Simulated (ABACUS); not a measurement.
A run of ABACUS 3.10.1 is set up as follows.

The input INPUT:

```
INPUT_PARAMETERS
suffix              BaTiO3
calculation         scf
basis_type          pw
pseudo_dir          ./
symmetry            1
dft_functional      MGGA_X_R2SCAN+MGGA_C_R2SCAN
ecutwfc             97
pseudo_rcut         7
nspin               1
nbands              30
ks_solver           dav
smearing_method     fd
smearing_sigma      0.00367493
scf_thr             1e-08
scf_nmax            100
mixing_type         broyden
mixing_beta         0.7
cal_force           1
cal_stress          1
mixing_tau          1
out_chg             1
kpar                4
```

File STRU:

```
ATOMIC_SPECIES
Ba 137.3270 Ba_ONCV_PBE-1.2.upf
Ti 47.8670 Ti_ONCV_PBE-1.2.upf
O 15.9990 O_ONCV_PBE-1.2.upf

LATTICE_CONSTANT
1.8897261246

LATTICE_VECTORS
3.9855000000 0.0000000000 0.0000000000
0.0000000000 2.8369000000 2.8451500000
0.0000000000 -2.8369000000 2.8451500000

ATOMIC_POSITIONS
Direct

Ba
0.0
1
0.0000000000 0.0000000000 0.0000000000 1 1 1

Ti
0.0
1
0.5000000000 0.5124000000 0.5124000000 1 1 1

O
0.0
3
0.5000000000 0.9918400000 0.5052400000 1 1 1
0.5000000000 0.5052400000 0.9918400000 1 1 1
0.0000000000 0.4874000000 0.4874000000 1 1 1
```

KPT

```
K_POINTS
0
Gamma
4 4 4 0 0 0
```

Potentials or basis: SG15 ONCV 1.2 PBE, plane waves.

The run is started by

```sh
$ OMP_NUM_THREADS=1 mpirun -np 4 abacus > log
```

Question: Estimate the largest force.

Answer: 0.306 eV/Å.

Question: Estimate the band gap on the k mesh.

Answer: 2.37 eV, indirect (least direct gap 2.57 eV).

Stress tensor (GPa, compression positive):
```
-1.13  0.00  0.00
 0.00 -0.80  0.00
 0.00  0.00 -1.52
```

Caveat: the potentials were made for another functional, which shifts forces and pressure; spin-orbit coupling is left out, which moves the levels of the heavy elements. r2SCAN opens gaps a little over a GGA but as a rule still falls short of measured ones.
